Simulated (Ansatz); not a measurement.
Level of theory: Ansatz 0.2.0, DFT PBE, scalar-relativistic, plane waves, PAW. Settings: cutoff 420 eV, Γ-centred meshes spaced at most about 0.3 Å⁻¹, and about 0.25 Å⁻¹ or finer for metals (2π included), Gaussian smearing. No spin polarisation in the final relaxations.

These are static total energies at zero pressure. Lower structures may exist.

Question: Order these relaxed structures of TaN by energy, lowest first, with the energy over the lowest of them.
A.

Space group P6_3mc (No. 186). a = 3.152 Å, b = 3.152 Å, c = 6.105 Å, α = 90.00°, β = 90.00°, γ = 120.00°
```json
{"atom": "Ta", "site": "2b", "symmetry": "3m.", "x": "0.3333", "y": "0.6667", "z": "0.0305"}
{"atom": "N", "site": "2b", "symmetry": "3m.", "x": "0.3333", "y": "0.6667", "z": "0.3545"}
```

B.

Space group P-6m2 (No. 187). a = 2.950 Å, b = 2.950 Å, c = 2.898 Å, α = 90.00°, β = 90.00°, γ = 120.00°
| atom | site | symmetry | x | y | z |
| --- | --- | --- | --- | --- | --- |
| Ta | 1b | -6m2 | 0.0000 | 0.0000 | 0.5000 |
| N | 1e | -6m2 | 0.6667 | 0.3333 | 0.0000 |

C.

Space group P6_3/mmc (No. 194). a = 2.917 Å, b = 2.917 Å, c = 5.915 Å, α = 90.00°, β = 90.00°, γ = 120.00°
```
atom  site  symmetry       x       y       z
  Ta    2a      -3m. 0.0000  0.0000  0.0000
   N    2c      -6m2  0.3333  0.6667  0.2500
```

D.

Space group Fm-3m (No. 225). a = 4.417 Å, b = 4.417 Å, c = 4.417 Å, α = 90.00°, β = 90.00°, γ = 90.00°
| atom | site | symmetry | x | y | z |
| --- | --- | --- | --- | --- | --- |
| Ta | 4a | m-3m | 0.0000 | 0.0000 | 0.0000 |
| N | 4b | m-3m | 0.5000 | 0.0000 | 0.0000 |

Answer: B (0 meV/atom), C (216 meV/atom), D (306 meV/atom), A (378 meV/atom). Forms: B tungsten carbide type, P-6m2; C P6_3/mmc; D rock salt type, Fm-3m; A wurtzite type, P6_3mc. Counting N atoms around Ta (those within 1.25 times the shortest such distance or 1.15 times the sum of covalent radii, 1.27 where that leaves under three): B has Ta 6; C has Ta 6; D has Ta 6; A has Ta 4.

These runs have no spin–orbit coupling, which can matter for Ta. The P-6m2 cell at 10.9 Å³/atom was relaxed from a cell as deposited in COD. The P6_3/mmc cell at 10.9 Å³/atom was relaxed from a cell as deposited in COD. The P6_3mc cell at 13.1 Å³/atom was relaxed from a cell as deposited in COD. Cells relaxed within their symmetry can be saddle points. Some types were kept out of the candidates beforehand, so the set may lack a known form.
